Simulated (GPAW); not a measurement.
Crystal: PbS.

```
Pb S
1.0
     2.11266    1.21975    3.45192
    -2.11266    1.21975    3.45192
     0.00000   -2.43949    3.45192
Pb S
1 1
Direct
  0.98057 0.98057 0.98057
  0.47504 0.47504 0.47504
```

The cell is a database's computed one.

Base run:

- Program: GPAW 26.7.0
- Functional: PBE
- Potentials or basis: GPAW PAW data sets (gpaw-data 1.2.1)
- Cutoff: 500 eV
- Basis: pw
- k mesh: 6 × 6 × 6
- Occupations: fermi-dirac, width 0.001 eV
- Spin: no spin polarisation

Its results: band gap on the k mesh 0.41 eV, direct; electronic dielectric tensor (diagonal) 16.64, 16.64, 16.21.

Question: The run is repeated on the same cell with these changes: functional from PBE to PBEsol; potentials or basis from GPAW PAW data sets (gpaw-data 1.2.1) to PAW data sets generated in the run's folder for this functional. What comes out?

Answer: Band gap on the k mesh 0.31 eV, direct; electronic dielectric tensor (diagonal) 19.81, 19.81, 18.45.

Caveats: the gap is small at this level, which inflates the dielectric constant; the long-wavelength limit can be off by a per cent or two; spin-orbit coupling is left out, which as a rule narrows the gap of such compounds by several tenths of an eV.

A k mesh can miss the band edges.
